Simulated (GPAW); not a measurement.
# V (Im-3m) in GPAW: further runs

Runs on V. Level: PBE. Tasks: single point.

Program: GPAW 26.7.0. These are calculated values, not measurements. Logs are shortened: lines on timing, memory, paths and dates and some standing lists are left out, and cuts for length are marked. The log counts tension as positive stress, the text compression.

### 1 The crystal as given

The structure is cubic, space group Im-3m (No. 229). Conventional cell: a = 3.029 Å, b = 3.029 Å, c = 3.029 Å, α = 90.00°, β = 90.00°, γ = 90.00°. V (site symmetry m-3m) is surrounded by 8 V at 2.62 Å.

### 2 Single point, PBE, collinear spin, ferromagnetic start

run.py reads:

```python
from ase.dft.bandgap import bandgap
from ase.io import read, write
from ase.units import Bohr, GPa
from gpaw import GPAW, PW
from gpaw.elf import elf_from_dft_calculation

atoms = read('V.xyz')
atoms.set_initial_magnetic_moments([2.0])

calc = GPAW(mode=PW(600),
            xc='PBE',
            kpts={'size': (12, 12, 12), 'gamma': True},
            occupations={'name': 'methfessel-paxton', 'order': 0, 'width': 0.025},
            nbands=15,
            convergence={'density': 1e-05, 'energy': 1e-05},
            maxiter=150,
            txt='gpaw.txt')
atoms.calc = calc
energy = atoms.get_potential_energy()
forces = atoms.get_forces()
stress = atoms.get_stress()
calc.write('gs.gpw')
write('result.traj', atoms)
print(f'Energy: {energy:.6f} eV')
print('Forces (eV/A):')
print(forces.round(4))
print('Stress (GPa):', (stress / GPa).round(3))
print('Moments:', calc.get_magnetic_moments().round(3))
print('Fermi level:', round(calc.get_fermi_level(), 4), 'eV')
print(f'Gap: {bandgap(calc)[0]:.4f} eV, direct: {bandgap(calc, direct=True)[0]:.4f} eV')

# fields on the real-space grid
write('density.cube', atoms, data=calc.get_pseudo_density() * Bohr**3)
write('potential.cube', atoms, data=calc.get_electrostatic_potential())
write('spin.cube', atoms, data=(calc.get_pseudo_density(spin=0) - calc.get_pseudo_density(spin=1)) * Bohr**3)
write('elf.cube', atoms, data=elf_from_dft_calculation(calc).data)
```

V.xyz reads:

```xyz
1
Lattice="-1.5143500000 1.5143500000 1.5143500000 1.5143500000 -1.5143500000 1.5143500000 1.5143500000 1.5143500000 -1.5143500000" Properties=species:S:1:pos:R:3 pbc="T T T"
V      0.0000000000      0.0000000000      0.0000000000
```

Potentials or basis: GPAW PAW data sets (gpaw-data 1.2.1), pw.

Launch:

```sh
$ OMP_NUM_THREADS=1 python run.py
```

gpaw.txt:

```text
__  _  _
 | _ |_)|_||  |
 |__||  | ||/\| - 26.7.0

Input parameters:
  mode=PW(ecut=600.0),
  convergence={'density': 1e-05, 'energy': 1e-05},
  kpts=MonkhorstPack(size=(12, 12, 12), gamma=True),
  maxiter=150,
  nbands=15,
  occupations=Occupations(name='methfessel-paxton', order=0, width=0.025),
  xc=XC(name='PBE')

Diagonalizing LCAO Hamiltonian
Converting LCAO to pw mode

       V

Atoms  # Å, Bohr magnetons
|   | symbol |        x |        y |        z |    initial magnetic moments |
|---|--------|----------|----------|----------|-----------------------------|
| 0 |      V | 0.000000 | 0.000000 | 0.000000 | ( 0.0000,  0.0000,  2.0000) |

Unit cell  # Å
| periodic |         x |         y |         z |  lengths |     angles |
|----------|-----------|-----------|-----------|----------|------------|
|      yes | -1.514350 |  1.514350 |  1.514350 | 2.622931 | 109.471221 |
|      yes |  1.514350 | -1.514350 |  1.514350 | 2.622931 | 109.471221 |
|      yes |  1.514350 |  1.514350 | -1.514350 | 2.622931 | 109.471221 |

Number of symmetries: 48
Symmetry operations  # r_c * U_cc + t_c -> r_c
|    | kind |            matrix            |
|----|------|------------------------------|
|  0 |  σ   |  1, 1, 1,  0, 0,-1,  0,-1, 0 |
|  1 |  C4  |  1, 1, 1,  0, 0,-1, -1, 0, 0 |
|  2 |  C2  |  1, 1, 1,  0,-1, 0,  0, 0,-1 |
|  3 |  S6  |  1, 1, 1,  0,-1, 0, -1, 0, 0 |
|  4 |  S6  |  1, 1, 1, -1, 0, 0,  0, 0,-1 |
|  5 |  C4  |  1, 1, 1, -1, 0, 0,  0,-1, 0 |
|  6 |  E   |  1, 0, 0,  0, 1, 0,  0, 0, 1 |
|  7 |  σ   |  1, 0, 0,  0, 1, 0, -1,-1,-1 |
|  8 |  σ   |  1, 0, 0,  0, 0, 1,  0, 1, 0 |
|  9 |  C3  |  1, 0, 0,  0, 0, 1, -1,-1,-1 |
| 10 |  C3  |  1, 0, 0, -1,-1,-1,  0, 1, 0 |
| 11 |  σ   |  1, 0, 0, -1,-1,-1,  0, 0, 1 |
| 12 |  σ   |  0, 1, 0,  1, 0, 0,  0, 0, 1 |
| 13 |  C2  |  0, 1, 0,  1, 0, 0, -1,-1,-1 |
| 14 |  C3  |  0, 1, 0,  0, 0, 1,  1, 0, 0 |
| 15 |  S4  |  0, 1, 0,  0, 0, 1, -1,-1,-1 |
| 16 |  S4  |  0, 1, 0, -1,-1,-1,  1, 0, 0 |
| 17 |  C3  |  0, 1, 0, -1,-1,-1,  0, 0, 1 |
| 18 |  C3  |  0, 0, 1,  1, 0, 0,  0, 1, 0 |
| 19 |  S4  |  0, 0, 1,  1, 0, 0, -1,-1,-1 |
| 20 |  σ   |  0, 0, 1,  0, 1, 0,  1, 0, 0 |
| 21 |  C3  |  0, 0, 1,  0, 1, 0, -1,-1,-1 |
| 22 |  C2  |  0, 0, 1, -1,-1,-1,  1, 0, 0 |
| 23 |  S4  |  0, 0, 1, -1,-1,-1,  0, 1, 0 |
| 24 |  C4  |  0, 0,-1,  1, 1, 1,  0,-1, 0 |
| 25 |  σ   |  0, 0,-1,  1, 1, 1, -1, 0, 0 |
| 26 |  S6  |  0, 0,-1,  0,-1, 0,  1, 1, 1 |
| 27 |  C2  |  0, 0,-1,  0,-1, 0, -1, 0, 0 |
| 28 |  C4  |  0, 0,-1, -1, 0, 0,  1, 1, 1 |
| 29 |  S6  |  0, 0,-1, -1, 0, 0,  0,-1, 0 |
| 30 |  S6  |  0,-1, 0,  1, 1, 1,  0, 0,-1 |
| 31 |  C4  |  0,-1, 0,  1, 1, 1, -1, 0, 0 |
| 32 |  C4  |  0,-1, 0,  0, 0,-1,  1, 1, 1 |
| 33 |  S6  |  0,-1, 0,  0, 0,-1, -1, 0, 0 |
| 34 |  σ   |  0,-1, 0, -1, 0, 0,  1, 1, 1 |
| 35 |  C2  |  0,-1, 0, -1, 0, 0,  0, 0,-1 |
| 36 |  C2  | -1, 0, 0,  1, 1, 1,  0, 0,-1 |
| 37 |  S6  | -1, 0, 0,  1, 1, 1,  0,-1, 0 |
| 38 |  S6  | -1, 0, 0,  0, 0,-1,  1, 1, 1 |
| 39 |  C2  | -1, 0, 0,  0, 0,-1,  0,-1, 0 |
| 40 |  C2  | -1, 0, 0,  0,-1, 0,  1, 1, 1 |
| 41 |  i   | -1, 0, 0,  0,-1, 0,  0, 0,-1 |
| 42 |  S4  | -1,-1,-1,  1, 0, 0,  0, 1, 0 |
[... 92 lines left out ...]
  Trust region scale: 1.0
  Backstep threshold: 4.0
  History deletion threshold: 6.0
  Fourier metric: weight=20.0, sigma=0.015

occupation numbers:
  Methfessel-Paxton:
    width: 0.0250  # eV
    order: 0

poisson solver:
  ecut: 4800.0  # eV

xc functional:
  name: PBE with 2 nearest neighbor stencil

convergence criteria:
- Maximum integral of absolute [dens]ity change: 1e-05 electrons / valence electron
- Maximum [total energy] change in last 3 cyles: 1e-05 eV / valence electron
- Maximum integral of absolute [eigenst]ate change: 4e-08 eV^2 / valence electron
maximum number of iterations: 150

SCF iterations
|iter     | |      energy | eigst |  dens |  magmom |
|---------|-|-------------|-------|-------|---------|
|iter:   1| |   -8.465152 | +0.28 |       |  +2.0071|
|iter:   2| |   -8.396131 | -2.55 | -0.81 |  +1.9465|
|iter:   3| |   -8.417562 | -1.90 | -0.85 |  +1.1440|
|iter:   4| |   -8.469270 | -3.39 | -1.36 |  +0.8493|
|iter:   5| |   -8.487856 | -3.49 | -1.67 |  +0.5696|
|iter:   6| |   -8.490088 | -4.63 | -2.15 |  +0.4657|
|iter:   7| |   -8.496355 | -3.81 | -2.37 |  +0.2852|
|iter:   8| |   -8.499519 | -3.68 | -2.17 |  +0.0577|
|iter:   9| |   -8.499606 | -4.91 | -2.52 |  +0.1691|
|iter:  10| |   -8.499971 | -4.54 | -2.73 |  +0.1318|
|iter:  11| |   -8.500020 | -5.02 | -3.21 |  +0.0965|
|iter:  12| |   -8.500027c| -6.74 | -3.24 |  +0.0992|
|iter:  13| |   -8.500030c| -6.11 | -3.37 |  +0.1101|
|iter:  14| |   -8.500026c| -7.48c| -4.40 |  +0.1130|
|iter:  15| |   -8.500031c| -6.92 | -4.01 |  +0.1097|
|iter:  16| |   -8.500031c| -8.28c| -4.82 |  +0.1098|
|iter:  17| |   -8.500030c| -8.78c| -5.04c|  +0.1100|

Converged in 17 steps
Energy contributions relative to reference atoms: (reference = -25820.495562)

Energy contributions:
  Kinetic:          -3.529081
  Coulomb:           2.402760
  Zero:              0.144414
  External:          0.000000
  Xc:               -7.517865
  Entropy:          -0.000516
  Spinorbit:         0.000000
  ----------------------------
  Free energy:      -8.500288
  Extrapolated:     -8.500030

dipole moment: (-3.666418, -3.666418, -3.666418)  # |e|*Ang

Total magnetic moment: (0.000000, 0.000000, 0.110022)

Local magnetic moments
|        x |        y |        z |
|----------|----------|----------|
| 0.000000 | 0.000000 | 0.091740 |  # V    0

Fermi level: 9.090
Eigenvalues  # (at kpt = [-0.000, -0.000, -0.000])
| band index |      eig [eV] | occ [0-1] |      eig [eV] | occ [0-1] |
|------------|---------------|-----------|---------------|-----------|
|          0 |       -54.697 |     1.000 |       -54.607 |     1.000 |
|          1 |       -28.063 |     1.000 |       -27.974 |     1.000 |
|          2 |       -28.063 |     1.000 |       -27.974 |     1.000 |
|          3 |       -28.063 |     1.000 |       -27.974 |     1.000 |
|          4 |         2.599 |     1.000 |         2.653 |     1.000 |
|          5 |         9.473 |     0.000 |         9.582 |     0.000 |
|          6 |         9.473 |     0.000 |         9.582 |     0.000 |
|          7 |         9.473 |     0.000 |         9.582 |     0.000 |
|          8 |        11.414 |     0.000 |        11.467 |     0.000 |
|          9 |        11.414 |     0.000 |        11.467 |     0.000 |
|         10 |        29.582 |     0.000 |        29.629 |     0.000 |
|         11 |        29.582 |     0.000 |        29.629 |     0.000 |
|         12 |        29.582 |     0.000 |        29.629 |     0.000 |
|        ... |               |           |               |           |
|         14 |        35.918 |     0.000 |        35.936 |     0.000 |

No gap
No difference between direct/indirect transitions

Forces  # eV/Ang
|       x |       y |       z |
|---------|---------|---------|
| 0.00000 | 0.00000 | 0.00000 |  # V    0

Stress tensor  # eV/Ang^3
|        x |         y |         z |
|----------|-----------|-----------|
| 0.026177 |  0.000000 |  0.000000 |
| 0.000000 |  0.026177 | -0.000000 |
| 0.000000 | -0.000000 |  0.026177 |

# Writing to gs.gpw (mode='')
```

stdout:

```text
Energy: -8.500030 eV
Forces (eV/A):
[[0. 0. 0.]]
Stress (GPa): [ 4.194  4.194  4.194 -0.     0.     0.   ]
Moments: [0.092]
Fermi level: 9.0897 eV
Gap: 0.0000 eV, direct: 0.0000 eV
```

It took 32 s on 1 thread of Arm Neoverse V1, shared host; peak memory 0.15 GiB.

What came out:

```yaml
Free_energy: -8.5003 eV
Pressure: -4.2 GPa
Band_gap_on_the_k_mesh: none (metal or under the smearing width)
Net_moment: 0.11 μB per cell
Site_moments: V +0.09 μB
```

Levels at points of the mesh, in eV from the Fermi level:
Spin up:
```csv
k point,band 3,band 4,band 5,band 6,band 7,band 8,band 9,band 10
"(0.00, 0.00, 0.00)",-37.15,-37.15,-6.49,0.38,0.38,0.38,2.32,2.32
"(0.50, 0.50, 0.00)",-37.41,-37.16,-3.04,-1.07,1.53,2.31,2.66,3.94
"(0.50, 0.50, 0.50)",-37.71,-37.71,-2.82,-2.82,3.56,3.56,3.56,9.93
```
Spin down:
```
           k point  band 4  band 5  band 6  band 7  band 8  band 9
(0.00, 0.00, 0.00)  -37.06   -6.44    0.49    0.49    0.49    2.38
(0.50, 0.50, 0.00)  -37.07   -2.96   -0.97    1.58    2.39    2.72
(0.50, 0.50, 0.50)  -37.62   -2.77   -2.77    3.67    3.67    3.67
```

### 3 Single point, PBE, collinear spin, ferromagnetic start

run.py reads:

```python
from ase import Atoms
from ase.dft.bandgap import bandgap
from ase.io import write
from ase.units import GPa
from gpaw import GPAW, PW

atoms = Atoms(['V'],
              cell=[[-1.51435, 1.51435, 1.51435],
                    [1.51435, -1.51435, 1.51435],
                    [1.51435, 1.51435, -1.51435]],
              scaled_positions=[[0.0, 0.0, 0.0]],
              pbc=True)
atoms.set_initial_magnetic_moments([2.0])

calc = GPAW(mode=PW(600),
            xc='PBE',
            kpts={'size': (12, 12, 12), 'gamma': True},
            occupations={'name': 'methfessel-paxton', 'order': 0, 'width': 0.026000000000000002},
            nbands=15,
            convergence={'density': 1e-05, 'energy': 1e-05},
            maxiter=150,
            txt='gpaw.txt')
atoms.calc = calc
energy = atoms.get_potential_energy()
forces = atoms.get_forces()
stress = atoms.get_stress()
calc.write('gs.gpw')
write('result.traj', atoms)
print(f'Energy: {energy:.6f} eV')
print('Forces (eV/A):')
print(forces.round(4))
print('Stress (GPa):', (stress / GPa).round(3))
print('Moments:', calc.get_magnetic_moments().round(3))
print('Fermi level:', round(calc.get_fermi_level(), 4), 'eV')
print(f'Gap: {bandgap(calc)[0]:.4f} eV, direct: {bandgap(calc, direct=True)[0]:.4f} eV')
```

Potentials or basis: GPAW PAW data sets (gpaw-data 1.2.1), pw.

Launch:

```sh
$ OMP_NUM_THREADS=1 python run.py
```

It took 31 s on 1 thread of Arm Neoverse V1, shared host; peak memory 0.14 GiB.

It converged, with:

* Free energy: -8.5003 eV
* Pressure: -4.2 GPa
* Band gap on the k mesh: none (metal or under the smearing width)
* Net moment: 0.11 μB per cell
* Site moments: V +0.09 μB

Levels at points of the mesh, in eV from the Fermi level:
Spin up:
```
           k point  band 3  band 4  band 5  band 6  band 7  band 8  band 9  band 10
(0.00, 0.00, 0.00)  -37.15  -37.15   -6.49    0.38    0.38    0.38    2.32     2.32
(0.50, 0.50, 0.00)  -37.41  -37.16   -3.04   -1.07    1.53    2.31    2.66     3.94
(0.50, 0.50, 0.50)  -37.71  -37.71   -2.82   -2.82    3.56    3.56    3.56     9.93
```
Spin down:
```csv
k point,band 3,band 4,band 5,band 6,band 7,band 8,band 9,band 10
"(0.00, 0.00, 0.00)",-37.06,-37.06,-6.44,0.49,0.49,0.49,2.38,2.38
"(0.50, 0.50, 0.00)",-37.32,-37.07,-2.96,-0.97,1.58,2.39,2.72,4.05
"(0.50, 0.50, 0.50)",-37.62,-37.62,-2.77,-2.77,3.67,3.67,3.67,10.01
```
